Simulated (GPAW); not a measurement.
Input of a GPAW 26.7.0 run:

run.py

```python
from ase import Atoms
from ase.dft.bandgap import bandgap
from ase.io import write
from gpaw import GPAW, PW

atoms = Atoms(['Al', 'Al', 'Al', 'Al', 'O', 'O', 'O', 'O', 'O', 'O'],
              cell=[[2.38025, 1.3742379782, 4.3318666667],
                    [-2.38025, 1.3742379782, 4.3318666667],
                    [0.0, -2.7484759565, 4.3318666667]],
              scaled_positions=[[0.85216, 0.85216, 0.85216],
                                [0.64784, 0.64784, 0.64784],
                                [0.14784, 0.14784, 0.14784],
                                [0.35216, 0.35216, 0.35216],
                                [0.05668, 0.75, 0.44332],
                                [0.75, 0.44332, 0.05668],
                                [0.44332, 0.05668, 0.75],
                                [0.94332, 0.25, 0.55668],
                                [0.25, 0.55668, 0.94332],
                                [0.55668, 0.94332, 0.25]],
              pbc=True)

calc = GPAW(mode=PW(800),
            xc='TB09',
            kpts={'size': (6, 6, 6), 'gamma': True},
            occupations={'name': 'fermi-dirac', 'width': 0.05},
            nbands=44,
            convergence={'density': 1e-05, 'energy': 1e-05},
            eigensolver='cg',
            maxiter=150,
            txt='gpaw.txt')
atoms.calc = calc
energy = atoms.get_potential_energy()
calc.write('gs.gpw')
write('result.traj', atoms)
print('Fermi level:', round(calc.get_fermi_level(), 4), 'eV')
print(f'Gap: {bandgap(calc)[0]:.4f} eV, direct: {bandgap(calc, direct=True)[0]:.4f} eV')
```

Potentials or basis: GPAW PAW data sets for LDA (gpaw-data 1.2.1), pw.

Launch:

```bash
$ OMP_NUM_THREADS=1 python run.py
```

Problem. Estimate the band gap on the k mesh.

Solution. 8.19 eV, direct.

Caveat: a model potential gives levels but no total energy.

**The experiment to reproduce.**

“Multi-petahertz electron interference in Cr:Al2O3 solid-state material”, 2018, pmc:5906618 quotes, for a bulk crystal of Al2O3: band gap 8.7 eV (optical).

Measured gap of Al2O3: 8.7 eV (optical; quoted in “Multi-petahertz electron interference in Cr:Al2O3 solid-state material”, 2018, pmc:5906618). This calculation gives 8.19 eV (-0.51 eV). The value is that of TB-mBJ on a finite k mesh, which can miss the band edges, without temperature or zero-point motion.
